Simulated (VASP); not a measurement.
# BaO (strained rocksalt): one r²SCAN single-point calculation in two programs

```cif
data_structure
_symmetry_space_group_name_H-M 'P 1'
_symmetry_Int_Tables_number 1
_cell_length_a 4.0769
_cell_length_b 4.0769
_cell_length_c 4.0769
_cell_angle_alpha 60.000
_cell_angle_beta 60.000
_cell_angle_gamma 60.000
_cell_volume 47.92
loop_
_atom_site_label
_atom_site_type_symbol
_atom_site_fract_x
_atom_site_fract_y
_atom_site_fract_z
_atom_site_occupancy
Ba1 Ba 0.00000 0.00000 0.00000 1
O1 O 0.50000 0.50000 0.50000 1
```

The two codes use different PAW datasets and cutoffs. VASP's cell holds 16 valence electrons and Ansatz's 16. Ansatz's stress includes a Pulay correction; VASP's doesn't.

Cutoffs: 520 eV in VASP, 500 eV in Ansatz. k meshes: 8×8×8 and 8×8×8.

```tsv
	VASP	Ansatz
gap between bands v and c	2.64 eV	2.69 eV
least direct gap	2.64 eV	2.69 eV
pressure	-5.8 GPa	-6.8 GPa
```

Band v is the last that the valence electrons fill when counted band by band, and c is the next. Levels in eV from the top of v, Ansatz:

| point | v−1 | v | c | c+1 |
| --- | --- | --- | --- | --- |
| Γ | -0.17 | -0.17 | 3.65 | 5.18 |
| X | -0.06 | 0.00 | 2.69 | 6.12 |
| K | -0.48 | -0.10 | 3.89 | 6.54 |
| L | -1.00 | -1.00 | 5.18 | 7.32 |
| W | -0.13 | -0.13 | 4.91 | 4.91 |

VASP:

```
point    v−1      v     c   c+1
    Γ  -0.09  -0.09  3.60  5.14
    X  -0.01   0.00  2.64  6.09
    K  -0.45  -0.09  3.90  6.67
    L  -1.00  -1.00  5.16  7.28
    W  -0.12  -0.12  4.96  4.96
```
